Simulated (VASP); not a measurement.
A run of VASP 6.6.1:

The input INCAR:

```
SYSTEM = GaAs
PREC = Accurate ; ENCUT = 520
EDIFF = 1E-6 ; ISMEAR = 0
SIGMA = 0.1 ; LREAL = .False.
LASPH = .True. ; NELM = 100
ALGO = Fast ; ISIF = 2
LWAVE = .False. ; LCHARG = .False.
GGA = PE ; NBANDS = 16
```

Contents of KPOINTS:

```
regular mesh
0
Gamma
  20 20 20
  0 0 0
```

POSCAR

```
GaAs
1.0
   -1.9064872609      1.9064872609      2.6953140469
    1.9064872609     -1.9064872609      2.6953140469
    1.9064872609      1.9064872609     -2.6953140469
Ga As
1 1
Direct
    0.0000000000      0.0000000000      0.0000000000
    0.5000000000      0.5000000000      0.0000000000
```

Potentials or basis: VASP PAW PBE potentials, release 64 (Ga_d, As).

Launch:

```sh
$ cat potpaw_PBE.64/Ga_d/POTCAR potpaw_PBE.64/As/POTCAR > POTCAR
$ mpirun -np 1 vasp_std > vasp.out
```

Hardware: 1 thread of AMD EPYC 7R13 Processor (Zen 3), with other jobs on the host.

Problem. How long does it take, and how much memory?

Solution. Wall time 4.1 min on 1 thread of AMD EPYC 7R13 Processor (Zen 3) (shared host), peak memory 0.47 GiB. Counts: scf iterations 12, k points 641.
